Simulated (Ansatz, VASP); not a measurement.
## HfN: VASP beside Ansatz

Contents of INCAR:

```
PREC     = Accurate       # precision mode
ENCUT    = 520            # plane-wave cutoff, eV
EDIFF    = 1E-6           # SCF threshold, eV
ISMEAR   = 0              # smearing method
SIGMA    = 0.15           # smearing width, eV
LREAL    = F              # projectors in reciprocal space
LASPH    = T              # aspherical terms in the spheres
NELM     = 60             # most SCF steps
ALGO     = Normal         # electronic algorithm
ISIF     = 2              # what is computed and relaxed
LWAVE    = F              # write WAVECAR
LCHARG   = F              # write CHGCAR
GGA      = PS             # functional
NBANDS   = 14             # bands
```

Contents of KPOINTS:

```
Automatic mesh
0
Gamma
  18 18 18
```

The input POSCAR:

```
HfN
1.0
    0.0000000000      2.2702950000      2.2590000000
    2.2702950000      0.0000000000      2.2590000000
    2.2702950000      2.2702950000      0.0000000000
Hf N
1 1
Direct
    0.0000000000      0.0000000000      0.0000000000
    0.5000000000      0.5000000000      0.5000000000
```

Input for Ansatz:

```yaml
crystal:
  lattice:
    - [0.0, 2.270295, 2.259]
    - [2.270295, 0.0, 2.259]
    - [2.270295, 2.270295, 0.0]
  atoms:
    - { symbol: Hf, position: [0.0, 0.0, 0.0] }
    - { symbol: "N", position: [0.5, 0.5, 0.5] }
basis:
  ecutwfc: 420
kpoints:
  mp_grid: { grid: [18, 18, 18] }
hamiltonian:
  xc: pbesol
scf:
  occupations: { method: gaussian, width: 0.15 }
output:
  forces: true
  stress: true
  eigenvalues: true
```

Change from the starting cell: strain +0.0050 x Voigt [1, 1, 0, 0, 0, 0], atoms carried along.

Alike in both runs: task single point; functional PBEsol; k mesh 18 × 18 × 18; occupations gaussian, width 0.15 eV; no spin polarisation.

```csv
,VASP,Ansatz
version,VASP 6.6.1,Ansatz 0.2.0
potentials or method,"VASP PAW PBE potentials, release 64 (Hf_pv, N)","scalar-relativistic, plane waves, PAW"
plane-wave cutoff (eV),520,420
valence electrons in the cell,15,31
```

Ansatz gave:

| Property | Result |
| --- | --- |
| gap on the k mesh at the Fermi level (eV) | none |
| pressure (GPa) | -5.6 |
| largest component of the traceless stress (GPa) | 1.52 |

Estimate VASP's values.

gap on the k mesh at the Fermi level (eV): none; pressure (GPa): -7.8; largest component of the traceless stress (GPa): 1.50.

A gap of «none» marks a metal or a gap that the smearing closes. The functional is the same, so the differences come from potentials, cutoffs and numerics. The two sets of potentials don't hold the same shells in valence.

Caveats: the PAW data sets were made with another functional, which shifts forces and pressure a little (VASP). The runs have no spin-orbit coupling, so splittings on Hf are missing.
